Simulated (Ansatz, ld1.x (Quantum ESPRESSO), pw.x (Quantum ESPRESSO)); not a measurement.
# Pr: one change to the RRKJ potential, in the atom and in the diamond crystal

ld1.x (Quantum ESPRESSO) 7.5 input, shortened:

```
&input
   title='Pr', zed=59., rel=1, dft='PBE', iswitch=3,
   config='[Xe] 4f3 5d0 6s2 6p0'
 /
 &inputp
   pseudotype=2, tm=.false., lloc=0,
   nlcc=.true., new_core_ps=.true., rcore=1.05
 /
4
6P  2  1   0.00   0.00  4.20  4.20  0.0
5D  3  2   0.00   0.00  3.30  3.30  0.0
4F  4  3   3.00   0.00  1.60  1.60  0.0
6S  1  0   2.00   0.00  3.95  3.95  0.0
 &test
   configts(1)='4f3 5d0 6s2 6p0'
 /
```

Change: all radii but the core radius scaled by about 1.34 (s 5.30, p 5.64, d 4.44, f 2.16 bohr).

Cutoffs, loose and tight: the cutoffs (Ry, on a coarse ladder) from which the occupation-weighted sum of valence levels, in a spherical-Bessel basis at the reference potential, stays within 10 and 1 mRy of its value at 400 Ry. They do not see the model core or the augmentation charge, which bear on the density cutoff. Test errors are all-electron minus pseudo excitation energies from the reference, over the configurations 4f3 5d0 6s1 6p0; 4f3 5d0 6s0 6p0; 4f2 5d0 6s0 6p0; 4f3 5d0 6s1 6p1; 4f3 5d0.5 6s1.5 6p0; 4f2 5d1 6s1 6p0; 4f3 5d0 6s0 6p1; variants that change the core or the reference have their own tests.

Crystal test: diamond Pr in pw.x 7.5, no spin, 8³ k-points, Fermi–Dirac smearing 0.01 Ry, cutoffs set for each file from its atomic test. The reference is all-electron LAPW (Ansatz 0.2.0) with the same functional, mesh and smearing; V0 and B0 come from Birch–Murnaghan fits to the pressures at five volumes. Errors are pseudo minus all-electron; Δ is the rms difference of the E(V) curves that follow from these fits, minima aligned, over ±6 % about the mean V0. Mesh and smearing are coarse, so the numbers serve the comparison and aren't converged zero-temperature values; the lattice is a test structure that the element need not adopt. Spin polarisation and strong correlation are left out, which matters for this element.

All-electron: a0 = 5.965 Å (V0 = 26.54 Å³/atom), B0 = 88.6 GPa.

Q: Does the change bring the crystal closer to the all-electron result?

A: The mean pressure error goes from -35.64 to -75.14 GPa, so the change moves the solid further from the all-electron pressures. Neither pressure curve crosses zero within the volumes sampled, so no fits are given.

| quantity | base | changed |
| --- | --- | --- |
| outcome (atom) | generated | generated |
| cutoff, loose (atom) | 90 Ry | 45 Ry |
| cutoff, tight (atom) | 120 Ry | 70 Ry |
| bound ghosts (atom) | none | none |
| largest test error (meV) (atom) | 7 of 7 tests not solved or not reliable | 7 of 7 tests not solved or not reliable |
| cutoffs in pw.x (Ry) | 145/580 | 85/340 |
| mean pressure error (GPa) | -35.64 | -75.14 |

Base: The largest radius (4.20 bohr) exceeds half the bond length (2.44 bohr), so the spheres overlap, which is one possible source of error among others. This is a poor potential for the solid. The pseudo pressure rises with volume over the whole range, a mechanical instability. Atomic configuration tests: 7 of 7 tests not solved or not reliable. Changed file: The largest radius (5.64 bohr) exceeds half the bond length (2.44 bohr), so the spheres overlap, which is one possible source of error among others. This is a poor potential for the solid. The pseudo pressure rises with volume over the whole range, a mechanical instability. Atomic configuration tests: 7 of 7 tests not solved or not reliable. The atomic cutoffs weigh occupied waves only.
